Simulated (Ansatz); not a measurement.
Al: pressure against volume scale

Results calculated with Ansatz 0.2.0, not measured. Periodic Kohn-Sham DFT of a crystal at fixed atoms, scaled to volume_scale times the given cell; pressure positive in compression, energy less spherical unpolarised free atoms, largest_vzz the field gradient of largest size among the nuclei.

The cell before it is scaled or strained (space group Fd-3m, No. 227):
```
cell vectors (Å)
   0.0000     3.0233     3.0233
   3.0233     0.0000     3.0233
   3.0233     3.0233     0.0000
atoms (fractions of the cell vectors)
Al  0.00000  0.00000  0.00000
Al  0.25000  0.25000  0.25000
```

Settings of every row: method frozen-core PAW; functional PBE; relativity scalar; k mesh 9x9x9; filling fermi-dirac; smearing width 0.08 eV; wave cutoff 420 eV; paw set soft_2.

Atom start moment: 0 on all atoms.

Limits: the cell comes from a prototype or a list of computed structures and needn't be the stable phase.

| row | volume scale | V (Å³/atom) | pressure (GPa) |
| --- | --- | --- | --- |
| 1 | 0.96 | 26.529 | 1.654 |
| 2 | 0.98 | 27.081 | 0.782 |
| 3 | 1 | 27.635 | -0.004 |
| 4 | 1.02 | 28.187 | ? |
| 5 | 1.04 | 28.739 | -1.349 |

Question: what pressure should row 4 give?

Worked fit of pressure. Take u = (V_r/V)^(2/3) − 1 with V_r = 27.358 Å³ an atom, which is twice the finite (Eulerian) strain; such expansions in the strain, on which the Birch-Murnaghan equation of state is built, carry the rest volume and the bulk modulus. The shown rows have u = 0.02073, 0.00681, -0.00669, -0.0323. Least squares give pressure = 0.3788 + 58.364 × u + 151.05 × u² GPa; a straight line predicts inner rows, each left out in turn, worse (root mean square 0.066 against 0.0025 GPa). The rows lie off it by 0.000, -0.001, 0.001, 0.000. The pressure vanishes at u = -0.0066, or V = 27.63 Å³ an atom, and there the bulk modulus at fixed shape and fractions is B = −V dP/dV = (2/3)(1 + u) dP/du = 37.3 GPa. The withheld row has u = -0.0197, so the fit gives 0.3788 + 58.364 × (-0.0197) + 151.05 × (-0.0197)² = -0.712 GPa.

The calculation gave -0.713 GPa. The fit lies 0.001 GPa (0.033 % of the column's range) above it, one unit of the last digit.
